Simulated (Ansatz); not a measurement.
# Ga2O3: the cost of one run

Computed with Ansatz 0.2.0 (DFT r2SCAN, scalar-relativistic, plane waves, PAW, unless a step's input says otherwise).

1 further run of the same task is left out (set aside as unsound or not needed). Runs told in other sessions of the task aren't counted.

## (1) The system as given

Symmetry: C2/m, No. 12, monoclinic system. Conventional cell: a = 12.256 Å, b = 3.039 Å, c = 5.808 Å, α = 90.00°, β = 103.81°, γ = 90.00°. Ga (site symmetry m) is surrounded by 4 O at 1.83 to 1.87 Å. Ga (site symmetry m) is surrounded by 6 O at 1.94 to 2.08 Å. O (site symmetry m) has 3 Ga at 1.83 to 1.94 Å in its first shell of neighbours. O (site symmetry m) has 4 Ga at 1.87 to 2.08 Å in its first shell of neighbours. Around O (site symmetry m) lie 3 Ga at 1.84 to 1.94 Å.

Structure file:

```cif
data_structure
_symmetry_space_group_name_H-M 'C2/m'
_symmetry_Int_Tables_number 12
_cell_length_a 12.2557
_cell_length_b 3.0391
_cell_length_c 5.8084
_cell_angle_alpha 90.000
_cell_angle_beta 103.806
_cell_angle_gamma 90.000
_cell_volume 210.09
loop_
_atom_site_label
_atom_site_type_symbol
_atom_site_symmetry_multiplicity
_atom_site_Wyckoff_symbol
_atom_site_fract_x
_atom_site_fract_y
_atom_site_fract_z
_atom_site_occupancy
Ga1 Ga 4 i 0.09052 0.00000 0.79479 1
Ga2 Ga 4 i 0.15873 0.50000 0.31448 1
O1 O 4 i 0.16421 0.00000 0.10916 1
O2 O 4 i 0.17334 0.00000 0.56352 1
O3 O 4 i 0.49629 0.00000 0.25624 1
```

It is the result of an earlier relaxation at this level (volume 10.50 Å³/atom; gap on the mesh: 3.03 eV).

## (2) Zero of energy

Reference values: F = -18577.8423 eV; pressure 0.00 GPa; largest force 0.001 eV/Å; gap on the mesh 3.03 eV. It was computed beforehand with the settings of the runs below.

## (3) Setting up random displacements

All atoms are moved at random with no net shift, in some cells together with a random strain.

## (4) rms move = 0.041 Å

input.yaml

```yaml
crystal:
  lattice:
    - [6.3230113528, -1.9862970991, -0.225316481]
    - [6.1347093834, 1.2271624322, -0.08462902]
    - [-1.5561095237, 0.3471169897, 5.3273770255]
  atoms:
    - { symbol: Ga, position: [0.0916815721, 0.0814454686, 0.7964792921] }
    - { symbol: Ga, position: [0.9018571001, 0.9120348483, 0.2020402412] }
    - { symbol: Ga, position: [0.6600423454, 0.6614406448, 0.3166208018] }
    - { symbol: Ga, position: [0.3534595373, 0.3297030468, 0.6880898913] }
    - { symbol: O, position: [0.1613205633, 0.16910209, 0.1097519901] }
    - { symbol: O, position: [0.8421109708, 0.8298971817, 0.8840610823] }
    - { symbol: O, position: [0.1691841312, 0.1850713577, 0.568887604] }
    - { symbol: O, position: [0.8203506604, 0.8387161097, 0.4361209625] }
    - { symbol: O, position: [0.5065276465, 0.4834697152, 0.2546482107] }
    - { symbol: O, position: [0.4934654729, 0.5091195373, 0.7432999241] }
basis:
  ecutwfc: 500
kpoints:
  mp_grid: { grid: [8, 8, 4] }
hamiltonian:
  xc: r2scan
scf:
  occupations: { method: gaussian, width: 0.05 }
output:
  forces: true
  stress: true
  eigenvalues: true
  write_density: true
  write_potential: true
  elf: true
  volumetric_format: npy
```

Run with:

```sh
$ ansatz run input.yaml --threads 2 --pin off --max-ram 5120MiB --backend cpu --events-out ev --progress --plain --runs-dir out
```

Q: Estimate wall time and peak memory on 2 threads of Intel Xeon 6975P-C (Granite Rapids), shared host.

About 40 s, with a peak of 1 GiB.
